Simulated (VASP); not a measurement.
# BN (Qingsongite): NMR shieldings

Aim: NMR shielding tensors and field gradients of BN (Qingsongite). The cell is of the zinc-blende type, one of the forms listed for this formula, which need not be the common one. The start is a cell from a database of measured crystal structures.

Main program and level: VASP 6.6.1; PBE; plane waves and PAW (N, B), in the first sound run; inputs show where later runs differ.

Report form: the programs' logs are mostly left out.

**1. The starting structure**

The structure is cubic, space group F-43m (No. 216). The conventional cell has a = 3.615 Å, b = 3.615 Å, c = 3.615 Å, α = 90.00°, β = 90.00°, γ = 90.00°. Nearest to N lie 4 B at 1.57 Å. Nearest to B lie 4 N at 1.57 Å. Farther neighbours and most contacts between anions are not listed.

As a file:

```xyz
2
Lattice="0.0000 1.8075 1.8075 1.8075 0.0000 1.8075 1.8075 1.8075 0.0000" Properties=species:S:1:pos:R:3 pbc="T T T"
N     2.7113    2.7113    2.7113
B     0.0000    0.0000    0.0000
```

**2. Ground state**

A ground-state run shows first whether the cell has a gap, which the next steps need; its size sets how fine their mesh has to be.

File INCAR:

```
SYSTEM = BN
PREC = Accurate
ENCUT = 520
EDIFF = 1E-07
NELM = 100
ISMEAR = 0
SIGMA = 0.01
LREAL = .FALSE.
ALGO = Normal
GGA = PE
NBANDS = 10
LORBIT = 11
LWAVE = .FALSE.
LCHARG = .FALSE.
KPAR = 2
```

File POSCAR:

```
BN
1.0
    0.0000000000      1.8075000000      1.8075000000
    1.8075000000      0.0000000000      1.8075000000
    1.8075000000      1.8075000000      0.0000000000
N B
1 1
Direct
    0.7500000000      0.7500000000      0.7500000000
    0.0000000000      0.0000000000      0.0000000000
```

File KPOINTS:

```
Automatic mesh
0
Gamma
9 9 9
0 0 0
```

PAW data sets: N and B (PBE family, release 64).

Started as:

```bash
$ mpirun -np 2 vasp_std
```

Elapsed: 4.6 s, on 2 MPI ranks of AMD EPYC 7R43, shared host; peak memory 0.17 GiB.

The gap is read on the k-mesh alone, so it is an upper bound where the band edges lie off the mesh.

Numbers from this step:

```yaml
free_energy_toten: -17.45 eV
fermi_energy: 7.487 eV
pressure: 3.292 GPa
gap_on_the_k_mesh: 4.614 eV
least_direct_gap_on_the_k_mesh: 8.820 eV
```

The cell has a gap of 4.61 eV on this mesh and a pressure of +3.3 GPa, which holds the misfit of the given cell and coordinates with this functional, and any error of cutoff, mesh and data sets.

**3. Shielding tensors**

This step: chemical shifts by linear response (GIPAW), PBE; plane waves and PAW (N, B) (VASP 6.6.1).

LCHIMAG computes the induced currents by linear response. It needs tightly converged orbitals and a cutoff well above the default; LEFG adds the field gradients at no cost.

File INCAR:

```
SYSTEM = BN
PREC = Accurate
ENCUT = 560
EDIFF = 1E-09
NELM = 100
ISMEAR = 0
SIGMA = 0.01
LREAL = .FALSE.
ALGO = Normal
GGA = PE
NBANDS = 10
LWAVE = .FALSE.
LCHARG = .FALSE.
KPAR = 2
LCHIMAG = .TRUE.
LEFG = .TRUE.
DQ = 0.001
ICHIBARE = 1
LNMR_SYM_RED = .TRUE.
```

POSCAR is that of step 2.

File KPOINTS:

```
Automatic mesh
0
Gamma
10 10 10
0 0 0
```

Started as:

```bash
$ mpirun -np 2 vasp_std
```

The job ended after 2.2 min (2 MPI ranks; peak memory 0.25 GiB; 4.4 min of CPU time).

Numbers from this step:

```
Fermi energy      : 7.498 eV
pressure          : 3.152 GPa
gap on the k-mesh : 4.459 eV
```

Valence and core; the G = 0 term is that of a spherical sample. NMR shielding, by row:

| atom | isotropic shielding (ppm) | span (ppm) | skew | isotropic shielding without the G = 0 term (ppm) |
| --- | --- | --- | --- | --- |
| N1 | 204.6 | 0 | - | 192.3 |
| B2 | 94.77 | 0 | - | 82.41 |

Ordered as |Vzz| ≥ |Vxx| ≥ |Vyy|, the program's way. Electric field gradients, by row:

```csv
atom,Vxx (V/Å²),Vyy (V/Å²),Vzz (V/Å²),asymmetry
N1,0,0,0,-
B2,0,0,0,-
```

**4. Another functional, PAW release LDA 64**

This step: chemical shifts by linear response (GIPAW), LDA; plane waves and PAW (N, B) (VASP 6.6.1).

The functional is changed, to see how much the shieldings depend on it.

Edit INCAR of step 3 so:

```diff
@@ -9,3 +9,3 @@
 ALGO = Normal
-GGA = PE
+GGA = CA
 NBANDS = 10
```

POSCAR is that of step 3.

KPOINTS is that of step 3.

The projector-augmented-wave data sets are N and B (LDA family, release 64).

Started as:

```bash
$ mpirun -np 2 vasp_std
```

Wall time 92 s (2 MPI ranks); peak memory 0.24 GiB.

Numbers from this step:

```yaml
free_energy_toten: -19.41 eV
fermi_energy: 7.574 eV
pressure: -10.17 GPa
gap_on_the_k_mesh: 4.344 eV
least_direct_gap_on_the_k_mesh: 8.683 eV
```

Valence and core; the G = 0 term is that of a spherical sample. NMR shielding, by row:

| atom | isotropic shielding (ppm) | span (ppm) | skew | isotropic shielding without the G = 0 term (ppm) |
| --- | --- | --- | --- | --- |
| N1 | 201.9 | 0 | - | 189.5 |
| B2 | 92.3 | 0 | - | 79.9 |

Ordered as |Vzz| ≥ |Vxx| ≥ |Vyy|, the program's way. Electric field gradients, by row:

| atom | Vxx (V/Å²) | Vyy (V/Å²) | Vzz (V/Å²) | asymmetry |
| --- | --- | --- | --- | --- |
| N1 | 0 | 0 | -0.001 | - |
| B2 | 0 | 0 | 0 | - |

Against the first shielding run the largest change is -2.7 ppm, on N1.

**5. Summary**

This step: chemical shifts by linear response (GIPAW), PBE, LDA; plane waves and PAW (VASP 6.6.1).

Derived from the runs above.

Isotropic shieldings. Cost is wall time times ranks on a shared host. Shieldings by setting:

```
                run  ENCUT (eV)    k mesh  N1, Wyckoff letter c (ppm)  B2, Wyckoff letter a (ppm)  cost (core minutes)
first shielding run         560  10x10x10                       204.6                       94.77                 4.47
 another functional         560  10x10x10                       201.9                        92.3                 3.07
```

**6. Outcome**

```yaml
n_isotropic_shielding: 204.6 ppm
b_isotropic_shielding: 94.8 ppm
```

**Reading.** At PBE, in the first shielding run, the isotropic shieldings are N 204.6 ppm; B 94.8 ppm. In the first shielding run all tensors are isotropic to 0.5 ppm, as the cubic site symmetry asks. In the undistorted cell the field gradients vanish by symmetry; what its table shows is numerical noise. Against the first shielding run, the one with another functional moves the shieldings by at most 2.7 ppm. Shifts were not obtained, since a shift is the shielding of a reference compound, computed alike, less these values. The G = 0 term is the part set by the sample's shape, taken here for a sphere. No finer mesh was run, so convergence in it isn't shown. VASP's guide advises LASPH and NLSPLINE for shieldings, which this input doesn't set; the effect wasn't tested. The cell is of the zinc-blende type, one of the forms listed for this formula, which need not be the common one. The given cell is kept, although it stands at +3.2 GPa at PBE and ENCUT = 560 eV, which holds the mismatch of the given cell with this functional, any error of the entry itself and any basis-set error.

[Lines on the potential files, build, host, timing and source positions are cut from VASP's logs without a mark.]

[Logs are printed without paths, hosts, clocks, repeated set-up lines and the standing remarks that a program may print on its own settings, such as how far it seeks lower states.]

[Hosts, paths, dates, database ids (printed as entryN), source tags and the programs' standing remarks are cut or masked in the printed files.]
